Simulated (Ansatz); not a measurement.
# Cd (Cd, beta-Sn type): the cost of one run

Method: DFT revPBE, plane waves (420 eV) with PAW, scalar-relativistic; the PAW data stem from PBE, with regenerated cores, in Ansatz 0.2.0.

## 1. Starting point

Symmetry: I4_1/amd, No. 141, tetragonal system. Conventional cell: a = 5.496 Å, b = 5.496 Å, c = 3.001 Å, α = 90.00°, β = 90.00°, γ = 90.00°. Around Cd (site symmetry -4m2) lie 6 Cd at 2.85 to 3.00 Å.

Coordinates:

```
Cd
1.0
    -2.74816    2.74816    1.50050
     2.74816   -2.74816    1.50050
     2.74816    2.74816   -1.50050
Cd
2
Direct
  0.00000 0.00000 0.00000
  0.75000 0.25000 0.50000
```

## 2. Relaxation of the cell

input.yaml reads:

```yaml
crystal:
  lattice:
    - [-2.7481595039, 2.7481595039, 1.5004950891]
    - [2.7481595039, -2.7481595039, 1.5004950891]
    - [2.7481595039, 2.7481595039, -1.5004950891]
  atoms:
    - { symbol: Cd, position: [0.0, 0.0, 0.0] }
    - { symbol: Cd, position: [0.75, 0.25, 0.5] }
hamiltonian:
  xc: revpbe
  pseudopotentials:
    kind: paw
    azcp:
      Cd: "pseudopotentials/Cd.paw.azcp"
basis:
  ecutwfc: 420
  fft_grid_basis: typed
kpoints:
  mp_grid: { grid: [12, 12, 8], shift: [0, 0, 0] }
magnetization:
  spin_polarized: false
scf:
  occupations: { method: fermi_dirac, width: 0.1 }
relax:
  max_steps: 60
  f_tol: 0.01
  cell: {}
```

**Question.** How long does this run take on 2 threads of an Arm CPU, shared host, and how much memory does it need?

About 7.1 min, with a peak of 0.59 GiB.
